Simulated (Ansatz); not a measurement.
# Rh under changes of volume

One of the cells (14.302 Å³/atom); the others are scaled copies at fixed shape and fractional positions:

```
Rh
1.0
     2.73098    0.00000    0.00000
    -1.36549    2.36510    0.00000
     0.00000    0.00000    4.42849
Rh
2
Direct
  0.33333 0.66667 0.25000
  0.66667 0.33333 0.75000
```

This isn't the form of Rh at room conditions, which is fcc.

- Program: Ansatz 0.2.0
- Functional: LDA
- Potentials or basis: all-electron LAPW, scalar-relativistic
- Cutoff: 270 eV (chosen from the basis error)
- Basis error allowed: 0.001 eV/atom
- k mesh: 11 × 11 × 6
- Occupations: fermi-dirac, width 0.05 eV
- Spin: no spin polarisation

```csv
volume (Å³/atom),energy over the lowest point (meV/atom),pressure (GPa)
13.444,0.00,-3.8
13.730,12.45,-9.7
14.016,34.75,-14.9
14.302,65.66,-19.4
14.588,104.11,-23.3
14.874,149.13,-26.7
15.160,?,?
```

Problem. What does the run at 15.160 Å³/atom give?

Solution. Energy over the lowest point 199.87 meV/atom; pressure -29.7 GPa.

Worked out: A Birch-Murnaghan fit of order 3 (a polynomial in V^(-2/3)) to the other rows has its minimum at 13.27 Å³/atom, just outside them, with B0 = V·E''(V) = 316 GPa and B' = 5.2 at fixed shape and positions, which overstates the stiffness. It gives 199.89 meV/atom at 15.160 Å³/atom, against the run's 199.87, and -dE/dV = -29.9 GPa, against -29.7.

Energies are extrapolated to zero smearing.
